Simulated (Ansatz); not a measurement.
A calculation with Ansatz 0.2.0 of Ba (ASE script, structure from a CIF):

The input run.py:

```python
import json

import ase.io
import numpy as np

import ansatz as az

atoms = ase.io.read("Ba.cif")
atoms.info.pop("occupancy", None)

calculation = (
    az.Crystal.from_ase(atoms)
    .calculation()
    .kpoints(6, 6, 6)
    .functional("lda")
    .pseudopotentials(kind="paw", source="jth", xc_functional="pbe")
    .occupations(method="tetrahedron")
    .xc_energy_on_converged_density(("pbe", "pbesol", "rpbe", "revpbe", "blyp", "r2scan"))
    .forces()
    .stress()
)
outcome = calculation.run(threads=2, events_out="events.jsonl")

report = outcome.report
for line in open("events.jsonl"):
    event = json.loads(line)
    if event["event"] == "scf_iter":
        d = event["data"]
        print(f"SCF {d['iter']:3d}  HF = {d['harris_foulkes_ev']:.6f} eV  dr2 = {d['dr2_ev']:.2e} eV")
    elif event["event"] in ("relax_step", "md_step"):
        d = event["data"]
        print(f"{event['event']} {d['step']:3d}  E = {d['lagrangian_ev']:.6f} eV")
np.set_printoptions(precision=5, suppress=True, linewidth=110)
print("converged:", report["converged"], "after", report["n_iterations"], "iterations")
print(f"free energy {report['free_energy_ev']:.6f} eV, Fermi level {report['fermi_energy_ev']:.4f} eV")
for key in ("band_edges_ev", "magnetization_mub", "site_moments_mub", "site_moments_nc_mub", "forces_ev_ang",
                "stress_gpa"):
    if report.get(key) is not None:
        print(key, np.array(report[key]), sep="\n")
```

Contents of Ba.cif:

```cif
data_Ba
_cell_length_a 5.01300000
_cell_length_b 5.01300000
_cell_length_c 5.01300000
_cell_angle_alpha 90.00000000
_cell_angle_beta 90.00000000
_cell_angle_gamma 90.00000000
_space_group_name_H-M_alt 'Im-3m'
_space_group_name_Hall '-I 4 2 3'
_space_group_IT_number 229
loop_
_space_group_symop_operation_xyz
'x,y,z'
'-x,-y,-z'
'-y,x,z'
'y,-x,-z'
'-x,-y,z'
'x,y,-z'
'y,-x,z'
'-y,x,-z'
'x,-y,-z'
'-x,y,z'
'-y,-x,-z'
'y,x,z'
'-x,y,-z'
'x,-y,z'
'y,x,-z'
'-y,-x,z'
'z,x,y'
'-z,-x,-y'
'z,-y,x'
'-z,y,-x'
'z,-x,-y'
'-z,x,y'
'z,y,-x'
'-z,-y,x'
'-z,x,-y'
'z,-x,y'
'-z,-y,-x'
'z,y,x'
'-z,-x,y'
'z,x,-y'
'-z,y,x'
'z,-y,-x'
'y,z,x'
'-y,-z,-x'
'x,z,-y'
'-x,-z,y'
'-y,z,-x'
'y,-z,x'
'-x,z,y'
'x,-z,-y'
'-y,-z,x'
'y,z,-x'
'-x,-z,-y'
'x,z,y'
'y,-z,-x'
'-y,z,x'
'x,-z,y'
'-x,z,-y'
'x+1/2,y+1/2,z+1/2'
'-x+1/2,-y+1/2,-z+1/2'
'-y+1/2,x+1/2,z+1/2'
'y+1/2,-x+1/2,-z+1/2'
'-x+1/2,-y+1/2,z+1/2'
'x+1/2,y+1/2,-z+1/2'
'y+1/2,-x+1/2,z+1/2'
'-y+1/2,x+1/2,-z+1/2'
'x+1/2,-y+1/2,-z+1/2'
'-x+1/2,y+1/2,z+1/2'
'-y+1/2,-x+1/2,-z+1/2'
'y+1/2,x+1/2,z+1/2'
'-x+1/2,y+1/2,-z+1/2'
'x+1/2,-y+1/2,z+1/2'
'y+1/2,x+1/2,-z+1/2'
'-y+1/2,-x+1/2,z+1/2'
'z+1/2,x+1/2,y+1/2'
'-z+1/2,-x+1/2,-y+1/2'
'z+1/2,-y+1/2,x+1/2'
'-z+1/2,y+1/2,-x+1/2'
'z+1/2,-x+1/2,-y+1/2'
'-z+1/2,x+1/2,y+1/2'
'z+1/2,y+1/2,-x+1/2'
'-z+1/2,-y+1/2,x+1/2'
'-z+1/2,x+1/2,-y+1/2'
'z+1/2,-x+1/2,y+1/2'
'-z+1/2,-y+1/2,-x+1/2'
'z+1/2,y+1/2,x+1/2'
'-z+1/2,-x+1/2,y+1/2'
'z+1/2,x+1/2,-y+1/2'
'-z+1/2,y+1/2,x+1/2'
'z+1/2,-y+1/2,-x+1/2'
'y+1/2,z+1/2,x+1/2'
'-y+1/2,-z+1/2,-x+1/2'
'x+1/2,z+1/2,-y+1/2'
'-x+1/2,-z+1/2,y+1/2'
'-y+1/2,z+1/2,-x+1/2'
'y+1/2,-z+1/2,x+1/2'
'-x+1/2,z+1/2,y+1/2'
'x+1/2,-z+1/2,-y+1/2'
'-y+1/2,-z+1/2,x+1/2'
'y+1/2,z+1/2,-x+1/2'
'-x+1/2,-z+1/2,-y+1/2'
'x+1/2,z+1/2,y+1/2'
'y+1/2,-z+1/2,-x+1/2'
'-y+1/2,z+1/2,x+1/2'
'x+1/2,-z+1/2,y+1/2'
'-x+1/2,z+1/2,-y+1/2'
loop_
_atom_site_label
_atom_site_type_symbol
_atom_site_symmetry_multiplicity
_atom_site_Wyckoff_symbol
_atom_site_fract_x
_atom_site_fract_y
_atom_site_fract_z
_atom_site_occupancy
Ba1 Ba 2 a 0.0000000000 0.0000000000 0.0000000000 1
```

Potentials or basis: JTH PAW.

Command:

```bash
$ python run.py
```

Write the same calculation in another form: native input, structure typed inline.

As run:

The input input.yaml:

```yaml
crystal:
  lattice:
    - [5.013, 0.0, 0.0]
    - [0.0, 5.013, 0.0]
    - [0.0, 0.0, 5.013]
  atoms:
    - { symbol: Ba, position: [0.0, 0.0, 0.0] }
    - { symbol: Ba, position: [0.5, 0.5, 0.5] }
hamiltonian:
  xc: lda
  pseudopotentials: { kind: paw, source: jth, xc_functional: pbe }
kpoints:
  mp_grid: { grid: [6, 6, 6] }
scf:
  occupations: { method: tetrahedron }
output:
  forces: true
  stress: true
  xc_energy_on_converged_density: [pbe, pbesol, rpbe, revpbe, blyp, r2scan]
```

Potentials or basis: JTH PAW.

Launch:

```sh
$ ansatz run input.yaml --threads 2 --pin off --max-ram 5120MiB --backend cpu --events-out ev --progress --plain --runs-dir out
```

Both were run:

|  | ASE script, structure from a CIF | native input, structure typed inline |
| --- | --- | --- |
| Pressure | -1.1 GPa | -1.1 GPa |
| Band gap on the k mesh | none (metal or under the smearing width) | none (metal or under the smearing width) |

Keys that steer only the numerical path or the files written may differ.

Caveat: this barium file gives pressures and gaps apart from those of other sets; with tetrahedron occupations forces and stress needn't match the slope of the energy.
